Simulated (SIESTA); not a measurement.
Crystal: InAs.

```xyz
2
Lattice="0.0000 3.0180 3.0180 3.0180 0.0000 3.0180 3.0180 3.0180 0.0000" Properties=species:S:1:pos:R:3 pbc="T T T"
In    0.0000    0.0000    0.0000
As    4.5270    4.5270    4.5270
```

Base run:

```yaml
Program: SIESTA 5.4.2
Functional: PBE
Potentials_or_basis: Ansatz NC with PseudoDojo 0.4 standard (PBE files)
Basis: DZP (energy shift 0.003 Ry; two zetas on semicore shells)
Grid_cutoff: 500 Ry
Energy_shift: 0.003 Ry
k_mesh: 8 × 8 × 8
Occupations: fermi-dirac, width 0.05 eV
Spin: no spin polarisation
```

Its results: band gap on the k mesh none (metal or under the smearing width); pressure 4.3 GPa.

Question: The run is repeated on the same cell with these changes: potentials or basis from Ansatz NC with PseudoDojo 0.4 standard (PBE files) to PseudoDojo 0.4 stringent (PBE files); valence electrons from 28 to 44. What comes out?

Answer: Band gap on the k mesh 0.65 eV, direct; pressure 3.7 GPa.

Caveats: the basis of atomic orbitals isn't converged, which shifts pressures, moduli and gaps; short orbitals over semicore shells can move pressures by several GPa (some runs); the valence orbitals were made in a potential fitted to the semicore shell under them, which widens gaps by tenths of an eV or more (some runs); spin-orbit coupling is left out, which moves the levels of the heavy elements (some runs).

A k mesh can miss the band edges.

Not every run made on this cell is shown here.
